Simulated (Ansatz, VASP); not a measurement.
## Hg: VASP beside Ansatz

INCAR

```
SYSTEM = Hg
  PREC = Accurate
  ENCUT = 520
  EDIFF = 1E-6
  ISMEAR = 0
  SIGMA = 0.15
  LREAL = .False.
  LASPH = .True.
  NELM = 100
  ALGO = Fast
  ISIF = 2
  LWAVE = .False.
  LCHARG = .False.
  GGA = PE
  IVDW = 12
  NBANDS = 19
```

File KPOINTS:

```
Automatic mesh
0
Gamma
  18 18 10
  0 0 0
```

Contents of POSCAR:

```
Hg
1.0
    3.2196668750      0.0000000000      0.0000000000
   -1.6098334375      2.7883133055      0.0000000000
    0.0000000000      0.0000000000      5.5011228226
Hg
2
Direct
    0.6666666667      0.3333333333      0.7500000000
    0.3333333333      0.6666666667      0.2500000000
```

Input for Ansatz:

```yaml
crystal:
  lattice:
    - [3.219666875, 0.0, 0.0]
    - [-1.6098334375, 2.7883133055, 0.0]
    - [0.0, 0.0, 5.5011228226]
  atoms:
    - { symbol: Hg, position: [0.6666666667, 0.3333333333, 0.75] }
    - { symbol: Hg, position: [0.3333333333, 0.6666666667, 0.25] }
basis:
  ecutwfc: 420
kpoints:
  mp_grid: { grid: [18, 18, 10] }
hamiltonian:
  xc: pbe
  dispersion: d3bj
scf:
  occupations: { method: gaussian, width: 0.15 }
output:
  forces: true
  stress: true
  eigenvalues: true
```

Alike in both runs: task single point; functional PBE; dispersion D3(BJ); k mesh 18 × 18 × 10; occupations gaussian, width 0.15 eV; no spin polarisation.

|  | VASP | Ansatz |
| --- | --- | --- |
| version | VASP 6.6.1 | Ansatz 0.2.0 |
| potentials or method | VASP PAW PBE potentials, release 64 (Hg) | scalar-relativistic, plane waves, PAW |
| plane-wave cutoff (eV) | 520 | 420 |
| valence electrons in the cell | 24 | 40 |

|  | VASP | Ansatz | Ansatz less VASP |
| --- | --- | --- | --- |
| gap on the k mesh at the Fermi level (eV) | none | none | - |
| pressure (GPa) | 0.9 | 0.7 | -0.28 |
| largest component of the traceless stress (GPa) | 0.65 | 0.60 | -0.050 |

A gap of «none» marks a metal or a gap that the smearing closes. The two sets of potentials don't hold the same shells in valence.

Caveats: pairwise dispersion overbinds metals, which lowers pressure and volume. Spin-orbit coupling is left out, which matters for the levels of Hg.
